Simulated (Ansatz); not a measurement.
Notes on La

```
La
1.0
     0.00000    2.67641    2.67641
     2.67641    0.00000    2.67641
     2.67641    2.67641    0.00000
La
1
Direct
  0.00000 0.00000 0.00000
```

Single point in Ansatz 0.2.0 with PBE, no spin polarisation. Cutoff 420 eV, PAW datasets, 11×11×11 Γ-centred k mesh, fermi-dirac filling (width 0.1 eV).

- Contacts: La–La at 3.79 Å: least valence density 0.09 e/Å³ and ELF 0.13 there. These are pseudo-fields; inside the PAW spheres they differ from the all-electron ones.
- Stress: The pressure is -0.8 GPa (compression positive), so with the atoms held at these fractions the cell would first shrink.
- At the Fermi level: It is a metal, with about 2 states/eV a cell as the mean within 0.25 eV of the Fermi level, mostly La d (82 %).

Origin: a known structure type with other elements, at an estimated volume, so it need not be a known compound. Caveats: many states at the Fermi level without spin polarisation, so a magnetic state may lie lower; f levels without a U or exact exchange are poorly placed.
